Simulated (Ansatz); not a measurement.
# TaN: the cost of one run

Program: Ansatz 0.2.0. Level of theory: DFT PBE, scalar-relativistic, plane waves, PAW. These are calculated values, not measurements.

4 further runs of the same task are left out: 1 that didn't finish, 3 set aside as unsound or not needed.

## Step 1: Starting point

The structure is trigonal, space group R-3m (No. 166). Conventional cell: a = 3.130 Å, b = 3.130 Å, c = 7.619 Å, α = 90.00°, β = 90.00°, γ = 120.00°. Ta (site symmetry -3m) has 6 N at 2.21 Å as nearest neighbours. N (site symmetry -3m) has 6 Ta at 2.21 Å as nearest neighbours.

As a file:

```xyz
6
Lattice="3.1299 0.0000 0.0000 -1.5649 2.7105 0.0000 0.0000 0.0000 7.6186" Properties=species:S:1:pos:R:3 pbc="T T T"
Ta    0.0000    0.0000    0.0000
N     1.5649    0.9035    1.2698
Ta    0.0000    1.8070    2.5395
N     0.0000    0.0000    3.8093
Ta    1.5649    0.9035    5.0791
N     0.0000    1.8070    6.3489
```

This is a trial structure built by rule; it need not be a known or stable form of this composition.

This cell was relaxed beforehand with the same method: volume 10.77 Å³/atom, gap on the mesh none (metal).

## Step 2: The stacking AB

Close-packed layers are stacked in the order given (letters for the first element, the second between them) and fully relaxed; h and k in a name mark layers with hexagonal and cubic surroundings. Energies count from the base stacking, -5158.9588 eV an atom.

The cell holds 2 Ta, 2 N: a = 2.967 Å, b = 2.967 Å, c = 5.632 Å, α = 90.00°, β = 90.00°, γ = 120.00°.

## Step 3: Relaxing it

Contents of input.yaml:

```yaml
crystal:
  lattice:
    - [2.9674202135, 0.0, 0.0]
    - [-1.4837101067, 2.5698612886, 0.0]
    - [0.0, 0.0, 5.6318576259]
  atoms:
    - { symbol: Ta, position: [0.0, 0.0, 0.0] }
    - { symbol: "N", position: [0.6666666667, 0.3333333333, 0.25] }
    - { symbol: Ta, position: [0.3333333333, 0.6666666667, 0.5] }
    - { symbol: "N", position: [0.6666666667, 0.3333333333, 0.75] }
basis:
  ecutwfc: 420
kpoints:
  mp_grid: { grid: [21, 21, 18] }
hamiltonian:
  xc: pbe
scf:
  occupations: { method: gaussian, width: 0.1 }
output:
  forces: true
  stress: true
  eigenvalues: true
```

The run is started by

```bash
$ ansatz run input.yaml --threads 1 --pin off --max-ram 2560MiB --backend cpu --events-out ev --progress --plain --runs-dir out
```

What time and memory should one allow on 1 thread of Arm Neoverse V2, shared host?

About 18 s, with a peak of 0.58 GiB.
